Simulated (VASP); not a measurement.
Set up this calculation in VASP 6.6.1, as the native input.

```
Task                   : relaxation of cell and atoms
Functional             : LDA
Potentials or basis    : VASP PAW LDA potentials, release 64 (P)
Cutoff                 : 350 eV
k mesh                 : 6 × 6 × 6
Occupations            : gaussian, width 0.02 eV
Spin                   : no spin polarisation
Target pressure        : 7.4 GPa
Further INCAR settings : ALGO = Normal; EDIFF = 1e-07; IBRION = 2; EDIFFG = -0.002; NSW = 80; ISIF = 3
Target pressure        : 7.4 GPa
```

The structure of P lies in POSCAR:

```
P
1.0
    1.7257251800      0.9963479000      3.1296800100
   -1.7257251800      0.9963479000      3.1296800100
    0.0000000000     -1.9926957900      3.1296800100
P
2
Direct
    0.2270802500      0.2270802500      0.2270802500
    0.7729197500      0.7729197500      0.7729197500
```

This isn't the form of P at room conditions, which is orthorhombic.

One way to write it, as run:

INCAR

```
  PREC = Accurate
  ENCUT = 350
  EDIFF = 1E-7
  ISMEAR = 0
  SIGMA = 0.02
  LREAL = F
  LASPH = T
  NELM = 100
  ALGO = Normal
  ISIF = 3
  LWAVE = F
  LCHARG = F
  GGA = CA
  IBRION = 2
  NSW = 80
  EDIFFG = -0.002
  PSTRESS = 74.0
```

KPOINTS

```
Automatic mesh
0
Gamma
  6 6 6
```

Potentials or basis: VASP PAW LDA potentials, release 64 (P).

Run with:

```sh
$ cat potpaw_LDA.64/P/POTCAR > POTCAR
$ mpirun -np 1 vasp_std > vasp.out
```

Results of the run:

The relaxed volume is 13.90 Å³/atom. The relaxed cell is a = 3.457 Å, b = 3.457 Å, c = 3.457 Å, α = 57.90°, β = 57.90°, γ = 57.90°. The space group after relaxing (to 0.05 Å) is R-3m (No. 166). The energy change on relaxing (the enthalpy is what falls) is +16.7 meV/atom. The ionic steps are 18 and the pressure after relaxing is 7.4 GPa. The band gap on the k mesh is none (metal or under the smearing width).

Caveat: the k mesh is coarse (spacing up to 0.37 Å⁻¹), so the values aren't converged; the cell is relaxed towards a set pressure, so the enthalpy falls and the energy may rise.

Run time: 18 s on 1 thread of Intel(R) Xeon(R) 6975P-C (Granite Rapids), on a shared host, peak memory 0.12 GiB.
